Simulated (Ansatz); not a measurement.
## CsCl: excitons and shallow donors from band masses and screening

Method: Ansatz, DFT r2SCAN, scalar-relativistic, plane waves, PAW.

Settings: cutoff 500 eV, Γ-centred mesh 6×6×6 on the computed 2-atom cell, Gaussian smearing of 0.02 eV; no spin polarisation.

Relaxed cell: Pm-3m, a = 4.140 Å, b = 4.140 Å, c = 4.140 Å, α = 90.00°, β = 90.00°, γ = 90.00°, 2 atoms in the primitive cell.

The calculation gives a Kohn–Sham gap of 5.91 eV, an electron mass of 0.563 mₑ and a hole mass of 1.46 mₑ (harmonic means over x, y, z and over the bands degenerate at each edge), and ε∞ = 2.89 (independent particles, mean of the diagonal).

Question: Estimate the binding energy and radius of a Wannier–Mott exciton and of a shallow donor, and say whether the hydrogenic model can hold.

Answer: The reduced mass is μ = mₙmₕ/(mₙ + mₕ) = 0.407 mₑ, with mₙ and mₕ the band masses. With E_b = 13.606 eV × μ/ε² and a = 0.529 Å × ε/μ (μ in mₑ) the exciton has E_b = 663 meV and a = 3.8 Å. For a donor μ is the electron mass: 919 meV and 2.7 Å. The radius isn't large against the shortest lattice vector (4.14 Å), so the continuum picture is doubtful and the numbers are only a scale. In a polar crystal the ions screen too, so a state bound more weakly than an optical phonon feels the larger static constant, which lowers the energy and widens the orbit. The other way, the small Kohn–Sham gap and the missing local fields make ε∞ too large and the masses tend to be too light, which underbinds.

Spin-orbit coupling is left out, which matters for the bands of heavy elements.

Cost: 4 runs of about 0.84 core-minutes in all, on Arm Neoverse V2 (shared hosts).